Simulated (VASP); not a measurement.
# Te2Mo (P2_1/m) in VASP: a series of runs

The runs below take Te2Mo through relaxation of cell and atoms, relaxation of shape and atoms at fixed volume, with PBEsol.

Program: VASP 6.6.1. These are calculated values, not measurements. Logs are shortened: lines on timing, memory, paths and dates and some standing lists are left out, and cuts for length are marked.

### 1 The structure

Symmetry: P2_1/m, No. 11, monoclinic system. The conventional cell has a = 6.330 Å, b = 3.469 Å, c = 13.860 Å, α = 90.00°, β = 93.92°, γ = 90.00°. Around Te (site symmetry m) lie 3 Mo at 2.70 to 2.71 Å. Te (site symmetry m) has 3 Mo at 2.79 to 2.82 Å as nearest neighbours. Te (site symmetry m) has 3 Mo at 2.70 Å as nearest neighbours. Around Te (site symmetry m) lie 3 Mo at 2.79 to 2.81 Å. Mo (site symmetry m) has 6 Te at 2.70 to 2.81 Å and 2 Mo at 2.90 Å as nearest neighbours. Mo (site symmetry m) has 6 Te at 2.70 to 2.82 Å and 2 Mo at 2.89 Å as nearest neighbours.

### 2 Relaxation of cell and atoms, PBEsol

File INCAR:

```
  ALGO = Normal
  EDIFF = 1E-6
  EDIFFG = -0.01
  ENCUT = 600
  GGA = PS
  IBRION = 2
  ISIF = 3
  ISMEAR = 0
  KPAR = 4
  LASPH = True
  LCHARG = False
  LREAL = False
  LWAVE = False
  NELM = 80
  NSW = 90
  PREC = Accurate
  SIGMA = 0.03
```

File KPOINTS:

```
k-points
0
Gamma
  4 8 2
```

File POSCAR:

```
Te2Mo
1.0
    6.3300000000      0.0000000000      0.0000000000
    0.0000000000      3.4690000000      0.0000000000
   -0.9467947088      0.0000000000     13.8276237937
Te Mo
8 4
Direct
    0.5568000000      0.7500000000      0.3516000000
    0.4432000000      0.2500000000      0.6484000000
    0.5888000000      0.2500000000      0.1045000000
    0.4112000000      0.7500000000      0.8955000000
    0.0970000000      0.7500000000      0.1486000000
    0.9030000000      0.2500000000      0.8514000000
    0.0563000000      0.2500000000      0.3955000000
    0.9437000000      0.7500000000      0.6045000000
    0.3181000000      0.7500000000      0.5066000000
    0.6819000000      0.2500000000      0.4934000000
    0.1833000000      0.2500000000      0.0074000000
    0.8167000000      0.7500000000      0.9926000000
```

Potentials or basis: VASP PAW PBE potentials, release 64 (Te, Mo_sv).

Command:

```console
> cat potpaw_PBE.64/Te/POTCAR potpaw_PBE.64/Mo_sv/POTCAR > POTCAR
> mpirun -np 4 vasp_std > vasp.out
```

OUTCAR:

```text
EDIFF = 1E-6
   EDIFFG = -0.01
   ENCUT = 600
   GGA = PS
   IBRION = 2
   ISIF = 3
   ISMEAR = 0
   LASPH = True
   LREAL = False
   NELM = 80
   NSW = 90
   PREC = Accurate

 ion  position               nearest neighbor table
   1  0.557  0.750  0.352-  10 2.70  10 2.70   9 2.71   7 3.62   7 3.62
   2  0.443  0.250  0.648-   9 2.70   9 2.70  10 2.71   8 3.62   8 3.62
   3  0.589  0.250  0.105-  12 2.79  12 2.79  11 2.82   4 3.50   4 3.50   5 3.65   5 3.65   5 3.67
                             5 3.67
   4  0.411  0.750  0.895-  11 2.79  11 2.79  12 2.82   3 3.50   3 3.50   6 3.65   6 3.65   6 3.67
                             6 3.67
   5  0.097  0.750  0.149-  11 2.70  11 2.70  12 2.70   3 3.65   3 3.65   3 3.67   3 3.67
   6  0.903  0.250  0.851-  12 2.70  12 2.70  11 2.70   4 3.65   4 3.65   4 3.67   4 3.67
   7  0.056  0.250  0.395-   9 2.79   9 2.79  10 2.81   8 3.49   8 3.49   1 3.62   1 3.62
   8  0.944  0.750  0.605-  10 2.79  10 2.79   9 2.81   7 3.49   7 3.49   2 3.62   2 3.62
   9  0.318  0.750  0.507-   2 2.70   2 2.70   1 2.71   7 2.79   7 2.79   8 2.81  10 2.90  10 2.90

  10  0.682  0.250  0.493-   1 2.70   1 2.70   2 2.71   8 2.79   8 2.79   7 2.81   9 2.90   9 2.90

  11  0.183  0.250  0.007-   5 2.70   5 2.70   6 2.70   4 2.79   4 2.79   3 2.82  12 2.89  12 2.89

  12  0.817  0.750  0.993-   6 2.70   6 2.70   5 2.70   3 2.79   3 2.79   4 2.82  11 2.89  11 2.89

  LATTYP: Found a simple monoclinic cell.
 ALAT       =     6.3300000000
 B/A-ratio  =     0.5480252765
 C/A-ratio  =     2.1895734597
 COS(beta)  =    -0.0683113066

  Lattice vectors:

 A1 = (   6.3300000000,   0.0000000000,   0.0000000000)
 A2 = (   0.0000000000,   3.4690000000,   0.0000000000)
 A3 = (  -0.9467947088,   0.0000000000,  13.8276237937)

Analysis of symmetry for initial positions (statically):
=====================================================================
 Subroutine PRICEL returns:
 Original cell was already a primitive cell.

 Routine SETGRP: Setting up the symmetry group for a
 simple monoclinic supercell.

 Subroutine GETGRP returns: Found  4 space group operations
 (whereof  2 operations were pure point group operations)
 out of a pool of  4 trial point group operations.

The static configuration has the point symmetry S_2 .
 The point group associated with its full space group is C_2h.

Analysis of symmetry for dynamics (positions and initial velocities):
=====================================================================
 Subroutine PRICEL returns:
 Original cell was already a primitive cell.

 Routine SETGRP: Setting up the symmetry group for a
 simple monoclinic supercell.

 Subroutine GETGRP returns: Found  4 space group operations
 (whereof  2 operations were pure point group operations)
 out of a pool of  4 trial point group operations.

The dynamic configuration has the point symmetry S_2 .
 The point group associated with its full space group is C_2h.

 Subroutine INISYM returns: Found  4 space group operations
 (whereof  2 operations are pure point group operations),
 and found     1 'primitive' translations

----------------------------------------------------------------------------------------

                                     Primitive cell

  volume of cell :     303.6376

  direct lattice vectors                    reciprocal lattice vectors
     6.330000000  0.000000000  0.000000000     0.157977883  0.000000000  0.010816943
     0.000000000  3.469000000  0.000000000     0.000000000  0.288267512  0.000000000
    -0.946794709  0.000000000 13.827623794     0.000000000  0.000000000  0.072319005

  length of vectors
     6.330000000  3.469000000 13.860000000     0.158347775  0.288267512  0.072319005

  position of ions in fractional coordinates (direct lattice)
     0.556800000  0.750000000  0.351600000
     0.443200000  0.250000000  0.648400000
     0.588800000  0.250000000  0.104500000
     0.411200000  0.750000000  0.895500000
     0.097000000  0.750000000  0.148600000
     0.903000000  0.250000000  0.851400000
     0.056300000  0.250000000  0.395500000
     0.943700000  0.750000000  0.604500000
     0.318100000  0.750000000  0.506600000
     0.681900000  0.250000000  0.493400000
     0.183300000  0.250000000  0.007400000
     0.816700000  0.750000000  0.992600000

  ion indices of the primitive-cell ions
   primitive index   ion index
                 1           1
[... 29 lines left out ...]

  Shift w.r.t. Gamma in fractional coordinates (k-lattice)
     0.000000000  0.000000000  0.000000000

 Subroutine IBZKPT returns following result:
 ===========================================

 Found     30 irreducible k-points:

 Following reciprocal coordinates:
            Coordinates               Weight
  0.000000  0.000000  0.000000      1.000000
  0.250000  0.000000  0.000000      2.000000
  0.500000  0.000000  0.000000      1.000000
  0.000000  0.125000  0.000000      2.000000
  0.250000  0.125000  0.000000      4.000000
  0.500000  0.125000  0.000000      2.000000
[... 16 lines left out ...]
  0.250000  0.250000  0.500000      4.000000
  0.500000  0.250000  0.500000      2.000000
 [... further k-points ...]
   k-points           NKPTS =     30   k-points in BZ     NKDIM =     30   number of bands    NBANDS=     62
   number of dos      NEDOS =    301   number of ions     NIONS =     12
   total plane-waves  NPLWV = 169344
   dimension x,y,z NGX =    54 NGY =   28 NGZ =  112
   dimension x,y,z NGXF=   108 NGYF=   56 NGZF=  224
   ions per type =               8   4
   NGX,Y,Z   is equivalent  to a cutoff of  14.18, 13.42, 13.43 a.u.
   NGXF,Y,Z  is equivalent  to a cutoff of  28.36, 26.84, 26.87 a.u.
 SYSTEM =  unknown system
   PREC   = accura    normal or accurate (medium, high low for compatibility)
   ISTART =      0    job   : 0-new  1-cont  2-samecut
   ICHARG =      2    charge: 1-file 2-atom 10-const
   ISPIN  =      1    spin polarized calculation?
   LNONCOLLINEAR =      F non collinear calculations
   LSORBIT =      F    spin-orbit coupling
   LASPH  =      T    aspherical Exc in radial PAW
   ENCUT  =  600.0 eV  44.10 Ry    6.64 a.u.  12.64  6.93 27.68*2*pi/ulx,y,z
   NELM   =     80;   NELMIN=  2; NELMDL= -5     # of ELM steps
   EDIFF  = 0.1E-05   stopping-criterion for ELM
   LREAL  =      F    real-space projection
   EDIFFG = -.1E-01   stopping-criterion for IOM
   NSW    =     90    number of steps for IOM
   IBRION =      2    ionic relax: 0-MD 1-quasi-New 2-CG
   NFREE  =      1    steps in history (QN), initial steepest desc. (CG)
   ISIF   =      3    stress and relaxation
   ISYM   =      2    0-nonsym 1-usesym 2-fastsym
   POTIM  = 0.5000    time-step for ionic-motion
   TEBEG  =    0.0;   TEEND  =   0.0 temperature during run
   PSTRESS=    0.0 pullay stress
   NELECT =     104.0000    total number of electrons
   NUPDOWN=      -1.0000    fix difference up-down
   EMIN   =  10.00;   EMAX   =-10.00  energy-range for DOS
   EFERMI =   0.00;   METHOD = LEGACY
   ISMEAR =     0;   SIGMA  =   0.03  broadening in eV -4-tet -1-fermi 0-gaus
   EFERMI_NEDOS =   21; number of points for ismear=-14 and -15
   IALGO  =     38    algorithm
   IMIX   =      4    mixing-type and parameters
     AMIX     =   0.40;   BMIX     =  1.00
     AMIX_MAG =   1.60;   BMIX_MAG =  1.00
  volume/ion in A,a.u.               =      25.30       170.75
  Fermi-wavevector in a.u.,A,eV,Ry     =   1.145427  2.164543 17.850885  1.312003
  Thomas-Fermi vector in A             =   2.282115
   LORBIT       =      0    0 simple, 1 ext, 2 COOP (PROOUT), +10 PAW based schemes
   GGA     = PS    functional components
   LHFCALC =     F    Hartree Fock is set to
   AEXX    =    0.0000 exact exchange contribution
   IVDW    =     0    specifies the selected vdW correction
   LEPSILON=     F    determine dielectric tensor
   LRPA    =     F    only Hartree local field effects (RPA)
 conjugate gradient relaxation of ions
 non-spin polarized calculation
 Gauss-broadening in eV      SIGMA  =   0.03
  energy-cutoff  :      600.00
  volume of cell :      303.64
 maximum number of plane-waves:     10184
 NGX is ok and might be reduce to    54
   NGX = 25   NGY = 13   NGZ = 55

--------------------------------------- Ionic step        1  -------------------------------------------

 number of electron     104.0000002 magnetization

 Free energy of the ion-electron system (eV)
  ---------------------------------------------------
  ext. energy  EPLUGINS =         0.00000000
  ---------------------------------------------------
  free energy    TOTEN  =       -78.53981950 eV

  energy without entropy =      -78.53719336  energy(sigma->0) =      -78.53850643

------------------------ aborting loop because EDIFF is reached ----------------------------------------

  FORCE on cell =-STRESS in cart. coord.  units (eV):
  Direction    XX          YY          ZZ          XY          YZ          ZX
  --------------------------------------------------------------------------------------
  -------------------------------------------------------------------------------------
  Total       -2.1930786     -3.0146207     -3.0738493      0.0000000      0.0000000      0.1672105
  in kB      -11.5720212    -15.9069785    -16.2195047      0.0000000      0.0000000      0.8823045
  external PRESSURE =     -14.5661681 kB  Pullay stress =       0.0000000 kB
[... 119 lines left out ...]
  FREE ENERGIE OF THE ION-ELECTRON SYSTEM (eV)
  ---------------------------------------------------
  free  energy   TOTEN  =       -78.5594730566 eV

  energy  without entropy=      -78.5571026584  energy(sigma->0) =      -78.55828786

[... ionic steps 4 to 33 ...]

--------------------------------------- Ionic step       34  -------------------------------------------

 number of electron     103.9999998 magnetization

------------------------ aborting loop because EDIFF is reached ----------------------------------------
[... 87 lines left out ...]
--------------------------------------- Ionic step       36  -------------------------------------------

 number of electron     103.9999998 magnetization

 Free energy of the ion-electron system (eV)
  ---------------------------------------------------
  ext. energy  EPLUGINS =         0.00000000
  ---------------------------------------------------
  free energy    TOTEN  =       -78.57329414 eV

  energy without entropy =      -78.57230786  energy(sigma->0) =      -78.57280100

 E-fermi :   8.4726     XC(G=0): -10.6338

 val. band max:        8.4447860492   @ k =   0.2500   0.0000   0.0000
 cond. band min:       8.4945185142   @ k =   0.0000   0.2500   0.5000
 fundamental gap:      0.0497324650
 Fermi energy:         8.4726491712

 k-point     1 :       0.0000    0.0000    0.0000
  band No.  band energies     occupation
      1     -52.5469      2.00000
      2     -52.5062      2.00000
      3     -52.4837      2.00000
      4     -52.4439      2.00000
      5     -26.8494      2.00000
      6     -26.8081      2.00000
[... 1549 lines left out ...]
     61      10.3714      0.00000
     62      10.4450      0.00000

 [... further k-points ...]
[... 5 lines left out ...]
  --------------------------------------------------------------------------------------
  -------------------------------------------------------------------------------------
  Total        0.1053008      0.0305847     -0.0083582      0.0000000      0.0000000      0.0288743
  in kB        0.5691906      0.1653221     -0.0451792      0.0000000      0.0000000      0.1560768
  external PRESSURE =       0.2297778 kB  Pullay stress =       0.0000000 kB
[... 27 lines left out ...]
  FREE ENERGIE OF THE ION-ELECTRON SYSTEM (eV)
  ---------------------------------------------------
  free  energy   TOTEN  =       -78.5732941418 eV

  energy  without entropy=      -78.5723078559  energy(sigma->0) =      -78.57280100

 reached required accuracy - stopping structural energy minimisation
```

Wall time 44 min (4 MPI ranks of AMD EPYC 9R45 (Zen 5), shared host); peak memory 0.79 GiB.

Results:

* Free energy: -78.5733 eV
* Relaxed volume: 24.70 Å³/atom
* Relaxed cell: a = 6.332 Å, b = 3.456 Å, c = 13.565 Å, α = 90.00°, β = 93.22°, γ = 90.00°
* Space group after relaxing (to 0.05 Å): P2_1/m (No. 11)
* Energy gained by relaxing: 2.8 meV/atom
* Ionic steps: 36
* Pressure after relaxing: 0.0 GPa
* Largest force after relaxing: 0.009 eV/Å
* Band gap on the k mesh: none (metal or under the smearing width)

Forces in eV/Å, atoms in the order of the input:
```
Te   0.003  0.000 -0.004
Te  -0.003  0.000  0.004
Te   0.003  0.000 -0.003
Te  -0.003  0.000  0.003
Te  -0.006  0.000  0.003
Te   0.006  0.000 -0.003
Te   0.005  0.000 -0.001
Te  -0.005  0.000  0.001
Mo  -0.006  0.000 -0.006
Mo   0.006  0.000  0.006
Mo  -0.002  0.000  0.000
Mo   0.002  0.000  0.000
```

The path:
```csv
step,energy change (eV),largest force (eV/Å),pressure (GPa),volume (Å³)
1,0.0000,0.2002,-1.46,303.64
2,0.0377,0.5674,2.60,293.64
3,-0.0197,0.1160,0.02,299.90
4,-0.0237,0.0755,-0.01,299.68
5,-0.0258,0.1583,-0.05,299.18
6,-0.0263,0.1081,-0.04,299.33
7,-0.0280,0.0291,0.02,298.85
8,-0.0280,0.0291,0.02,298.85
9,-0.0285,0.0248,-0.07,298.91
10,-0.0285,0.0268,-0.10,298.94
11,-0.0288,0.0355,0.00,298.54
12,-0.0288,0.0438,0.04,298.37
13,-0.0292,0.0347,0.02,298.26
14,-0.0297,0.0536,-0.06,298.00
15,-0.0299,0.0488,-0.06,297.85
16,-0.0306,0.0445,-0.05,297.38
17,-0.0313,0.0689,0.00,296.43
18,-0.0320,0.0356,-0.01,296.15
19,-0.0320,0.0892,-0.02,295.55
20,-0.0323,0.0419,0.00,295.86
21,-0.0325,0.0263,0.02,295.79
22,-0.0327,0.0213,0.06,295.65
23,-0.0328,0.0205,-0.04,295.91
24,-0.0328,0.0197,-0.05,295.87
25,-0.0328,0.0191,-0.04,295.84
26,-0.0329,0.0113,0.03,295.76
27,-0.0329,0.0123,0.03,295.75
28,-0.0330,0.0152,0.02,295.86
29,-0.0330,0.0193,-0.01,296.02
30,-0.0331,0.0139,-0.01,296.09
31,-0.0332,0.0184,0.00,296.20
32,-0.0333,0.0122,-0.02,296.28
33,-0.0333,0.0184,-0.04,296.42
34,-0.0334,0.0138,-0.01,296.38
35,-0.0334,0.0108,0.03,296.33
36,-0.0335,0.0087,0.02,296.40
```

Final structure:
```xyz
12
Lattice="6.3321 0.0000 0.0435 0.0000 3.4562 0.0000 -0.8539 0.0000 13.5376" Properties=species:S:1:pos:R:3 pbc="T T T"
Te    3.2503    2.5922    4.7474
Te    2.2279    0.8641    8.8337
Te    3.6115    0.8641    1.4333
Te    1.8667    2.5922   12.1478
Te    0.4571    2.5922    2.0527
Te    5.0211    0.8641   11.5284
Te    0.0277    0.8641    5.3601
Te    5.4506    2.5922    8.2210
Mo    1.5925    2.5922    6.8711
Mo    3.8857    0.8641    6.7100
Mo    1.1469    0.8641    0.1058
Mo    4.3313    2.5922   13.4753
```

Levels at points of the mesh, in eV from the Fermi level:
```
           k point  band 48  band 49  band 50  band 51  band 52  band 53  band 54  band 55  band 56  band 57
(0.00, 0.00, 0.00)    -0.48    -0.47    -0.18     0.09     0.24     0.39     0.67     0.84     0.95     1.01
(0.50, 0.00, 0.00)    -0.97    -0.94    -0.90    -0.56    -0.50    -0.15    -0.10     0.86     0.88     1.43
(0.00, 0.50, 0.00)    -1.82    -1.65    -1.65    -1.45    -1.45     0.97     0.97     1.15     1.15     1.18
(0.50, 0.50, 0.00)    -1.93    -1.12    -1.12    -1.03    -1.03     0.97     0.97     1.05     1.05     1.73
(0.00, 0.00, 0.50)    -0.68    -0.07    -0.06     0.05     0.09     0.41     0.51     0.87     0.92     1.45
(0.50, 0.00, 0.50)    -0.96    -0.95    -0.90    -0.59    -0.37    -0.07    -0.05     0.82     0.91     1.30
(0.00, 0.50, 0.50)    -1.82    -1.63    -1.63    -1.56    -1.56     0.94     0.94     1.14     1.14     1.23
(0.50, 0.50, 0.50)    -1.92    -1.12    -1.12    -1.03    -1.03     0.99     0.99     1.01     1.01     1.63
```

Caveat: the PAW data sets were made with another functional, which shifts forces and pressure a little. Spin-orbit coupling is left out, which matters for the levels of Te.

(Part 1 of 2 ends here.)
